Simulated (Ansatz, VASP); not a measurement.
**Sc in VASP and in Ansatz**

The input INCAR:

```
ALGO = Normal
EDIFF = 1E-7
ENCUT = 520
GGA = PS
ISIF = 2
ISMEAR = 0
LASPH = True
LCHARG = False
LREAL = False
LWAVE = False
NBANDS = 12
NELM = 100
PREC = Accurate
SIGMA = 0.1
```

File KPOINTS:

```
k-points
0
Gamma
  6 6 6
```

Contents of POSCAR:

```
Sc
1.0
    0.0000000000      2.3926793726      2.3926793726
    2.3926793726      0.0000000000      2.3926793726
    2.3926793726      2.3926793726      0.0000000000
Sc
1
Direct
    0.0000000000      0.0000000000      0.0000000000
```

Input for Ansatz:

```yaml
crystal:
  lattice:
    - [0.0, 2.3926793726, 2.3926793726]
    - [2.3926793726, 0.0, 2.3926793726]
    - [2.3926793726, 2.3926793726, 0.0]
  atoms:
    - { symbol: Sc, position: [0.0, 0.0, 0.0] }
basis:
  ecutwfc: 420
kpoints:
  mp_grid: { grid: [6, 6, 6] }
hamiltonian:
  xc: pbesol
scf:
  occupations: { method: gaussian, width: 0.1 }
output:
  forces: true
  stress: true
  eigenvalues: true
```

Alike in both runs: task single point; functional PBEsol; k mesh 6 × 6 × 6; occupations gaussian, width 0.1 eV; no spin polarisation.

|  | VASP | Ansatz |
| --- | --- | --- |
| version | VASP 6.6.1 | Ansatz 0.2.0 |
| potentials or method | VASP PAW PBE potentials, release 64 (Sc_sv) | scalar-relativistic, plane waves, PAW |
| plane-wave cutoff (eV) | 520 | 420 |
| valence electrons in the cell | 11 | 11 |

```tsv
	VASP	Ansatz	Ansatz less VASP
gap on the k mesh at the Fermi level (eV)	none	none	-
pressure (GPa)	-6.4	-6.4	+0.01
```

A gap of «none» marks a metal or a gap that the smearing closes. With one functional, cell and mesh, what is left measures potentials, basis and numerics.

Caveats: the k mesh is coarse (spacing up to 0.38 Å⁻¹), so the values aren't converged; the PAW data sets were made with another functional, which shifts forces and pressure a little (VASP).
